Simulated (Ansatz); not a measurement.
Crystal: Ge.

```
Ge
1.0
    -2.57449    2.57449    1.39741
     2.57449   -2.57449    1.39741
     2.57449    2.57449   -1.39741
Ge
2
Direct
  0.50000 0.50000 0.00000
  0.25000 0.75000 0.50000
```

This isn't the form of Ge at room conditions, which is diamond.

```yaml
Program: Ansatz 0.2.0
Task: relaxation of cell and atoms
Functional: RPBE
Potentials_or_basis: Ansatz PAW
Cutoff: "420 eV (not typed: the program's choice for these potentials)"
k_mesh: 11 × 11 × 11
Occupations: fermi-dirac, width 0.05 eV
Spin: no spin polarisation
```

At the start: volume 18.52 Å³/atom.

Where does the relaxation end?

It ends after 6 steps and the volume is 19.81 Å³/atom (+6.9 %); space group I4_1/amd (No. 141, to 0.05 Å).

Step by step:
```csv
step,energy change (eV),largest force (eV/Å),volume (Å³)
1,0.0000,0.0000,37.05
2,-0.0351,0.0000,40.14
3,-0.0370,0.0000,39.66
4,-0.0372,0.0000,39.58
5,-0.0372,0.0000,39.62
6,-0.0378,0.0000,39.62
```

Final structure:
```
Ge
1.0
    -2.63632    2.63632    1.42506
     2.63632   -2.63632    1.42506
     2.63632    2.63632   -1.42506
Ge
2
Direct
  0.50000 0.50000 0.00000
  0.25000 0.75000 0.50000
```

Caveat: the plane-wave basis is chosen anew once the cell has moved, so the energies of steps on either side of that aren't comparable; the PAW data sets come from PBE, with cores solved anew for the run's functional, which leaves a small shift of forces and pressure.
